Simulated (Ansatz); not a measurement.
The calculation used DFT PBE, scalar-relativistic, plane waves, PAW in Ansatz 0.2.0. Settings: cutoff 420 eV, Γ-centred meshes spaced at most about 0.3 Å⁻¹, and about 0.25 Å⁻¹ or finer for metals (2π included), Gaussian smearing. No spin polarisation.

All energies are static (0 K, no zero-point motion).

**Question.** Order these relaxed structures of Ga2S by energy, lowest first, with the energy over the lowest of them.
A.

```cif
data_structure
_symmetry_space_group_name_H-M 'Fm-3m'
_symmetry_Int_Tables_number 225
_cell_length_a 6.7056
_cell_length_b 6.7056
_cell_length_c 6.7056
_cell_angle_alpha 90.000
_cell_angle_beta 90.000
_cell_angle_gamma 90.000
_cell_volume 301.52
loop_
_atom_site_label
_atom_site_type_symbol
_atom_site_symmetry_multiplicity
_atom_site_Wyckoff_symbol
_atom_site_fract_x
_atom_site_fract_y
_atom_site_fract_z
_atom_site_occupancy
Ga1 Ga 8 c 0.25000 0.75000 0.75000 1
S1 S 4 a 0.00000 0.00000 0.00000 1
```

B.

```cif
data_structure
_symmetry_space_group_name_H-M 'P-3m1'
_symmetry_Int_Tables_number 164
_cell_length_a 3.7473
_cell_length_b 3.7473
_cell_length_c 4.9551
_cell_angle_alpha 90.000
_cell_angle_beta 90.000
_cell_angle_gamma 120.000
_cell_volume 60.26
loop_
_atom_site_label
_atom_site_type_symbol
_atom_site_symmetry_multiplicity
_atom_site_Wyckoff_symbol
_atom_site_fract_x
_atom_site_fract_y
_atom_site_fract_z
_atom_site_occupancy
Ga1 Ga 2 d 0.66667 0.33333 0.68736 1
S1 S 1 a 0.00000 0.00000 0.00000 1
```

C.

```cif
data_structure
_symmetry_space_group_name_H-M 'R-3m:H'
_symmetry_Int_Tables_number 166
_cell_length_a 3.6198
_cell_length_b 3.6198
_cell_length_c 15.9064
_cell_angle_alpha 90.000
_cell_angle_beta 90.000
_cell_angle_gamma 120.000
_cell_volume 180.50
loop_
_atom_site_label
_atom_site_type_symbol
_atom_site_symmetry_multiplicity
_atom_site_Wyckoff_symbol
_atom_site_fract_x
_atom_site_fract_y
_atom_site_fract_z
_atom_site_occupancy
Ga1 Ga 6 c 0.66667 0.33333 0.10205 1
S1 S 3 a 0.00000 0.00000 0.00000 1
```

**Answer.** B (0 meV/atom), C (34 meV/atom), A (297 meV/atom). Forms: B anti-cadmium iodide type, P-3m1; C anti-cadmium chloride type, R-3m; A anti-fluorite type, Fm-3m. Counting S atoms around Ga (those within 1.25 times the shortest such distance or 1.15 times the sum of covalent radii, 1.27 where that leaves under three; the shortest distance is added where it exceeds 1.18 times the sum of covalent radii): B has Ga 3; C has Ga 3; A has Ga 4 from 2.9 Å. All come from invented guesses. The lowest form computed isn't among them: it has space group Cmme (No. 67), 23.8 Å³/atom and lies 75 meV/atom below the best shown.

Cells relaxed within their symmetry can be saddle points. Some structure types and database cells were kept out of the candidates from the start, so a known form may be missing.
